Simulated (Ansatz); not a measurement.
**Is this P structure a true minimum?**

The cell was found from a structure generator's guess, not taken from experiment.

Theory: Ansatz 0.2.0, DFT PBE+D3(BJ), scalar-relativistic, plane waves, PAW. Settings: cutoff 420 eV, Γ-centred mesh 12×12×1 on the computed 4-atom cell, Gaussian smearing of 0.02 eV; no spin polarisation.

The cell below (4 atoms, layer group p-3m1 (No. 72)) is relaxed within its symmetry. This is a two-dimensional sheet: the third axis spans vacuum and isn't periodic.

```
P
1.0
     3.25682    0.00000    0.00000
    -1.62841    2.82049    0.00000
     0.00000    0.00000   34.63780
P
4
Direct
  0.66667 0.33333 0.24060
  0.33333 0.66667 0.20471
  0.00000 0.00000 0.33681
  0.33333 0.66667 0.37270
```

For the test a repeat of it with 8 atoms (edges 6.51, 3.26 Å) was strained at random (σ = 1.5 % a component), the atoms were moved at random (σ = 0.05 Å), and all was relaxed again on a coarse 6×6×1 mesh (in the run’s order of axes) with 0.10 eV smearing, with no symmetry imposed.

Question: Is the structure stable against such a distortion?

Answer: It returns, within 1 meV/atom of the unmoved cell on that mesh and with the same symmetry when read at 0.1 Å (P-1 at 0.01 Å, so small strains and shifts remain). So it is stable against the distortions that fit this cell and that this random move excites. Modes that don't fit the cell aren't tested.
